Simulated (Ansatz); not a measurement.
**Molecular dynamics of CaF₂**

Input:

```yaml
accuracy: low
crystal:
  lattice:
    - [5.3604, 0.0, 0.0]
    - [0.0, 5.3604, 0.0]
    - [0.0, 0.0, 22.3807]
  atoms:
    - { symbol: Ca, position: [0.0, 0.0, 0.0446814] }
    - { symbol: F, position: [0.25, 0.75, 0.2316501] }
    - { symbol: F, position: [0.25, 0.25, 0.2316501] }
    - { symbol: Ca, position: [0.0, 0.5, 0.18028348] }
    - { symbol: F, position: [0.25, 0.25, 0.1045588] }
    - { symbol: F, position: [0.25, 0.75, 0.1045588] }
    - { symbol: Ca, position: [0.5, 0.0, 0.18028348] }
    - { symbol: F, position: [0.75, 0.75, 0.1045588] }
    - { symbol: F, position: [0.75, 0.25, 0.1045588] }
    - { symbol: Ca, position: [0.5, 0.5, 0.0446814] }
    - { symbol: F, position: [0.75, 0.25, 0.2316501] }
    - { symbol: F, position: [0.75, 0.75, 0.2316501] }
    - { symbol: Ca, position: [0.0, 0.0, 0.30756135] }
    - { symbol: F, position: [0.25, 0.75, 0.48553248] }
    - { symbol: F, position: [0.25, 0.25, 0.48553248] }
    - { symbol: Ca, position: [0.0, 0.5, 0.43518551] }
    - { symbol: F, position: [0.25, 0.25, 0.35901184] }
    - { symbol: F, position: [0.25, 0.75, 0.35901184] }
    - { symbol: Ca, position: [0.5, 0.0, 0.43518551] }
    - { symbol: F, position: [0.75, 0.75, 0.35901184] }
    - { symbol: F, position: [0.75, 0.25, 0.35901184] }
    - { symbol: Ca, position: [0.5, 0.5, 0.30756135] }
    - { symbol: F, position: [0.75, 0.25, 0.48553248] }
    - { symbol: F, position: [0.75, 0.75, 0.48553248] }
basis:
  ecutwfc: 420.0
kpoints:
  mp_grid: { grid: [2, 2, 1] }
hamiltonian:
  xc: pbe
  pseudopotentials: { kind: paw, azcp: { folder: soft_1 } }
scf:
  occupations: { method: fermi_dirac, width: 0.05 }
  lower_state_search: "off"
md:
  timestep: 2
  n_steps: 140
  ensemble: nvt_nose_hoover
  temperature: 300.0
  initial_velocities: maxwell_boltzmann
  seed: 848660
  nose_hoover: { tau: 50.0, chain_length: 3 }
  constraints: [{ sites: [0, 4, 5, 7, 8, 9] }]
```

Run as:

```bash
$ ansatz run input.yaml --threads 2 --pin off --max-ram 5120MiB --backend cpu --events-out ev --progress --plain --runs-dir out
```

It starts from a relaxed structure.

Output, in part (step lines):

```
md step     0: t =     0.00 fs  T =   300.0 K  F+E_penalty+E_count = -27505.47387867 eV  E_kin = 0.698004 eV  conserved = -27504.77587468 eV  (26 SCF iters)
md step     1: t =     2.00 fs  T =   297.4 K  F+E_penalty+E_count = -27505.46787973 eV  E_kin = 0.692035 eV  conserved = -27504.77584724 eV  (14 SCF iters)
md step     2: t =     4.00 fs  T =   290.0 K  F+E_penalty+E_count = -27505.45041550 eV  E_kin = 0.674663 eV  conserved = -27504.77578020 eV  (14 SCF iters)
md step     3: t =     6.00 fs  T =   278.1 K  F+E_penalty+E_count = -27505.42252777 eV  E_kin = 0.646976 eV  conserved = -27504.77567852 eV  (14 SCF iters)
md step     4: t =     8.00 fs  T =   262.4 K  F+E_penalty+E_count = -27505.38580601 eV  E_kin = 0.610627 eV  conserved = -27504.77554973 eV  (14 SCF iters)
md step     5: t =    10.00 fs  T =   244.0 K  F+E_penalty+E_count = -27505.34226586 eV  E_kin = 0.567701 eV  conserved = -27504.77540373 eV  (6 SCF iters)
md step     6: t =    12.00 fs  T =   223.7 K  F+E_penalty+E_count = -27505.29419947 eV  E_kin = 0.520550 eV  conserved = -27504.77525075 eV  (5 SCF iters)
md step     7: t =    14.00 fs  T =   202.7 K  F+E_penalty+E_count = -27505.24400882 eV  E_kin = 0.471614 eV  conserved = -27504.77510087 eV  (5 SCF iters)
[... lines left out ...]
md step   140: t =   280.00 fs  T =   390.3 K  F+E_penalty+E_count = -27505.50834067 eV  E_kin = 0.908058 eV  conserved = -27504.77467235 eV  (14 SCF iters)
```

The steps, from the saved trajectory:

```tsv
time (fs)	T (K)	potential energy less start (eV)	conserved less start (meV/atom)
0	300	0.000	0.00
8	262	0.088	0.01
16	182	0.280	0.04
24	117	0.440	0.05
32	98	0.499	0.05
40	121	0.471	0.04
48	166	0.406	0.03
56	210	0.354	0.03
64	235	0.342	0.03
72	243	0.358	0.04
80	237	0.402	0.04
88	218	0.472	0.05
96	208	0.521	0.06
104	229	0.503	0.05
112	273	0.440	0.04
120	310	0.397	0.04
128	317	0.424	0.04
136	294	0.514	0.06
144	279	0.583	0.06
152	288	0.595	0.05
160	293	0.617	0.05
168	288	0.662	0.06
176	305	0.657	0.07
184	350	0.588	0.05
192	390	0.525	0.05
200	414	0.489	0.07
208	445	0.420	0.06
216	475	0.323	0.05
224	476	0.262	0.05
232	446	0.240	0.05
240	400	0.245	0.05
248	358	0.252	0.05
256	337	0.230	0.04
264	328	0.196	0.05
272	339	0.128	0.06
280	390	-0.034	0.05
```

All steps were run. The conserved energy stayed within 0.069 meV per atom of its start (net change 0.05 meV per atom), so the integration is sound. The mean temperature of the second half is 22 % above the set value. A run of 0.28 ps of so small a system gives no equilibrium averages. Limits of this set-up: coarse k mesh, thin slab, slab without dipole correction, low accuracy level.

Mean squared displacements from the first frame to the last: Ca 0.15 Å², F 0.62 Å².

Last frame:

```xyz
24
Lattice="5.3604 0.0000 0.0000 0.0000 5.3604 0.0000 0.0000 0.0000 22.3807" Properties=species:S:1:pos:R:3
Ca 0.000 0.000 1.000
F 1.371 3.684 5.462
F 0.677 0.813 5.036
Ca -0.149 2.605 4.180
F 1.340 1.340 2.340
F 1.340 4.020 2.340
Ca 2.531 -0.171 4.335
F 4.020 4.020 2.340
F 4.020 1.340 2.340
Ca 2.680 2.680 1.000
F 3.430 1.682 4.883
F 4.011 4.243 5.593
Ca 0.138 -0.161 7.213
F 1.567 3.548 11.710
F 0.926 0.795 10.286
Ca -0.021 2.831 10.191
F 2.448 0.381 7.304
F 1.471 3.693 8.535
Ca 2.735 -0.390 10.384
F 4.087 4.091 8.757
F 4.989 1.924 7.540
Ca 2.768 2.685 7.047
F 3.680 1.414 10.642
F 4.201 4.004 11.885
```

Run time: 18 min on 2 threads of Arm Neoverse V1 (shared host), peak memory 1.2 GiB.
